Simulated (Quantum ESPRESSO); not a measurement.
A calculation with Quantum ESPRESSO 7.5 of Ge (native input, structure typed inline):

Contents of pw.in:

```
&CONTROL
  calculation = 'scf'
  prefix = 'pwscf'
  outdir = './tmp'
  pseudo_dir = './pseudo'
  tprnfor = .true.
  tstress = .true.
  disk_io = 'low'
/
&SYSTEM
  ibrav = 0
  celldm(1) = 8
  nat = 1
  ntyp = 1
  ecutwfc = 45
  ecutrho = 360
  nbnd = 13
  occupations = 'smearing'
  smearing = 'fd'
  degauss = 0.00367493
/
&ELECTRONS
  conv_thr = 2d-10
  electron_maxstep = 120
  mixing_beta = 0.5
/
ATOMIC_SPECIES
Ge    72.6300 ge_pbesol_v1.4.uspp.F.UPF
CELL_PARAMETERS alat
  0.3300286206618  -0.6142828778384   0.0000000000000
  0.3300286206618   0.6142828778384   0.0000000000000
  0.0000000000000   0.0000000000000   0.6373647013719
ATOMIC_POSITIONS crystal
Ge     0.5000000000    0.5000000000    0.0000000000
K_POINTS automatic
11 11 10 0 0 0
```

File pp_density.in:

```
&INPUTPP
  prefix = 'pwscf'
  outdir = './tmp'
  filplot = 'density.dat'
  plot_num = 0
/
&PLOT
  nfile = 1
  filepp(1) = 'density.dat'
  iflag = 3
  output_format = 6
  fileout = 'density.cube'
/
```

Contents of pp_potential.in:

```
&INPUTPP
  prefix = 'pwscf'
  outdir = './tmp'
  filplot = 'potential.dat'
  plot_num = 11
/
&PLOT
  nfile = 1
  filepp(1) = 'potential.dat'
  iflag = 3
  output_format = 6
  fileout = 'potential.cube'
/
```

Potentials or basis: GBRV 1.5 PBEsol.

The run is started by

```sh
$ OMP_NUM_THREADS=1 mpirun -n 2 pw.x -nk 2 -in pw.in > pw.out
$ OMP_NUM_THREADS=1 mpirun -n 1 pp.x -in pp_density.in > pp_density.out
$ OMP_NUM_THREADS=1 mpirun -n 1 pp.x -in pp_potential.in > pp_potential.out
```

This isn't the form of Ge at room conditions, which is diamond.

Q: Write the same calculation in another form: ASE script, structure from a P1 CIF.

A: As run:

Contents of run.py:

```python
import numpy as np
from ase.calculators.espresso import Espresso, EspressoProfile
from ase.io import read

atoms = read('Ge.cif')

input_data = {
    'control': {'calculation': 'scf', 'prefix': 'pwscf', 'outdir': './tmp', 'tprnfor': True, 'tstress': True, 'disk_io': 'nowf'},
    'system': {'ecutwfc': 45.0, 'ecutrho': 360.0, 'nbnd': 13, 'occupations': 'smearing', 'smearing': 'fd', 'degauss': 0.00367493},
    'electrons': {'conv_thr': 2e-10, 'electron_maxstep': 120, 'mixing_beta': 0.5},
}
pseudopotentials = {'Ge': 'ge_pbesol_v1.4.uspp.F.UPF'}
profile = EspressoProfile(command='mpirun -n 2 pw.x -nk 2', pseudo_dir='pseudo')
dft = Espresso(profile=profile, input_data=input_data, pseudopotentials=pseudopotentials, kpts=(11, 11, 10), koffset=(0, 0, 0))
atoms.calc = dft

print(f'energy {atoms.get_potential_energy():.8f} eV')
print('forces (eV/A)')
print(np.round(atoms.get_forces(), 6))
print('stress (eV/A^3, Voigt)')
print(np.round(atoms.get_stress(), 8))
print(f'Fermi level {dft.get_fermi_level():.4f} eV')
```

Contents of Ge.cif:

```cif
data_Ge
_cell_length_a 2.95206856
_cell_length_b 2.95206856
_cell_length_c 2.69823100
_cell_angle_alpha 90.00000000
_cell_angle_beta 90.00000000
_cell_angle_gamma 123.50542487
_space_group_name_H-M_alt 'P1'
_space_group_name_Hall 'P 1'
_space_group_IT_number 1
loop_
_space_group_symop_operation_xyz
'x,y,z'
loop_
_atom_site_label
_atom_site_type_symbol
_atom_site_symmetry_multiplicity
_atom_site_Wyckoff_symbol
_atom_site_fract_x
_atom_site_fract_y
_atom_site_fract_z
_atom_site_occupancy
Ge1 Ge 1 a 0.5000000000 0.5000000000 0.0000000000 1
```

Potentials or basis: GBRV 1.5 PBEsol.

The run is started by

```console
$ OMP_NUM_THREADS=1 python run.py
```

Both were run:

|  | native input, structure typed inline | ASE script, structure from a P1 CIF |
| --- | --- | --- |
| Pressure | -4.3 GPa | -4.3 GPa |
| Band gap on the k mesh | none (metal or under the smearing width) | none (metal or under the smearing width) |

Keys that steer only the numerical path or the files written may differ.
